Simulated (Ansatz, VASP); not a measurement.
**TiN: VASP beside Ansatz**

```
Ti N
1.0
     0.00000    2.15443    2.15443
     2.15443    0.00000    2.15443
     2.15443    2.15443    0.00000
Ti N
1 1
Direct
  0.00000 0.00000 0.00000
  0.50000 0.50000 0.50000
```

Alike in both runs: task relaxation of cell and atoms; functional PBE; k mesh 15 × 15 × 15; occupations fermi-dirac, width 0.1 eV; no spin polarisation.

|  | VASP | Ansatz |
| --- | --- | --- |
| version | VASP 6.6.1 | Ansatz 0.2.0 |
| potentials or method | VASP PAW PBE potentials, release 64 (Ti_sv, N) | PAW with Ansatz's default frozen-core files, scalar-relativistic |
| plane-wave cutoff (eV) | 600 | 420 |
| valence electrons in the cell | 17 | 17 |

Ansatz gave:

```
relaxed volume (Å³/atom)                                     : 9.58
relaxed cell length with the largest relative difference (Å) : 3.004
energy change over the relaxation (meV/atom)                 : -15
```

Question: Estimate VASP's values.

Answer: Relaxed volume (Å³/atom): 9.59; relaxed cell length with the largest relative difference (Å): 3.004; energy change over the relaxation (meV/atom): -14.
